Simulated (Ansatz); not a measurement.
MgTe:

```
Te Mg
1.0
     0.00000    3.23200    3.23200
     3.23200    0.00000    3.23200
     3.23200    3.23200    0.00000
Te Mg
1 1
Direct
  0.25000 0.25000 0.25000
  0.00000 0.00000 0.00000
```

The cell comes from a database or a generator and needn't be the stable form of this composition.

| Quantity | Value |
| --- | --- |
| Program | Ansatz 0.2.0 |
| Task | relaxation of cell and atoms |
| Functional | RPBE |
| Potentials or basis | Ansatz PAW |
| Cutoff | 420 eV (not typed: the program's choice for these potentials) |
| k mesh | 7 × 7 × 7 |
| Occupations | fermi-dirac, width 0.05 eV |
| Spin | no spin polarisation |

At the start: volume 33.76 Å³/atom.

Question: Where does the relaxation end?

Answer: It ends after 4 steps and the volume is 35.70 Å³/atom (+5.7 %); space group F-43m (No. 216, to 0.05 Å).

Step by step:
```csv
step,energy change (eV),largest force (eV/Å),volume (Å³)
1,0.0000,0.0000,67.52
2,-0.0203,0.0000,72.22
3,-0.0214,0.0000,71.39
4,-0.0217,0.0000,71.39
```

Final structure:
```
Te Mg
1.0
     0.00000    3.29261    3.29261
     3.29261    0.00000    3.29261
     3.29261    3.29261    0.00000
Te Mg
1 1
Direct
  0.25000 0.25000 0.25000
  0.00000 0.00000 0.00000
```

Caveat: the plane-wave basis is chosen anew once the cell has moved, so the energies of steps on either side of that aren't comparable; the PAW data sets come from PBE, with cores solved anew for the run's functional, which leaves a small shift of forces and pressure.
